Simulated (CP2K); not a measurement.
Runs of CP2K 2026.2 on TiO2 (Anatase). Symmetry: I4_1/amd, No. 141, tetragonal system. The conventional cell has a = 3.784 Å, b = 3.784 Å, c = 9.515 Å, α = 90.00°, β = 90.00°, γ = 90.00°. Ti (site symmetry -4m2) is surrounded by 6 O at 1.93 to 1.98 Å. O (site symmetry 2mm) is surrounded by 3 Ti at 1.93 to 1.98 Å. 

```csv
level,potentials or basis,NGRIDS,points a segment of the path (NPOINTS),bands added on the path,CUTOFF of the grids,gap on the mesh (eV),pressure (GPa),largest force (eV/Å)
LDA,"GTH_POTENTIALS Ti GTH-PADE-q12, O GTH-PADE-q6; TZVP-MOLOPT-PBE-GTH basis",5,8,2,600 Ry,1.98,-6.5,0.11
RPBE,"POTENTIAL_UZH Ti GTH-PBE-q12, O GTH-PBE-q6; TZVP-MOLOPT-PBE-GTH basis",5,8,6,600 Ry,2.09,9.8,(c)
revPBE,"POTENTIAL_UZH Ti GTH-PBE-q12, O GTH-PBE-q6; TZVP-MOLOPT-PBE-GTH basis",4,10,4,600 Ry,2.08,8.8,(d)
BLYP,"GTH_POTENTIALS Ti GTH-BLYP-q12, O GTH-BLYP-q6; TZVP-MOLOPT-PBE-GTH basis",4,6,2,600 Ry,2.08,10.6,0.29
PBEsol,"POTENTIAL_UZH Ti GTH-PBE-q12, O GTH-PBE-q6; TZVP-MOLOPT-PBE-GTH basis",4,10,6,600 Ry,2.02,0.4,0.05
r2SCAN,"POTENTIAL_UZH Ti GTH-SCAN-q12, O GTH-SCAN-q6; TZVP-MOLOPT-SCAN-GTH basis",5,10,2,850 Ry,(a),(b),0.02
```

Alike in all rows: task band structure; no spin polarisation; cell as given; k mesh 7 × 7 × 7; smearing fermi-dirac 0.05 eV.

Task: Fill in the values left out.

Result: (a) 2.45; (b) 1.7; (c) 0.20; (d) 0.19.

Caveats: the basis of atomic orbitals isn't converged, which shifts pressures, moduli and gaps; the potentials were made for another functional, which shifts forces and pressure (some runs).

Runs at the PBE level aren't shown here.
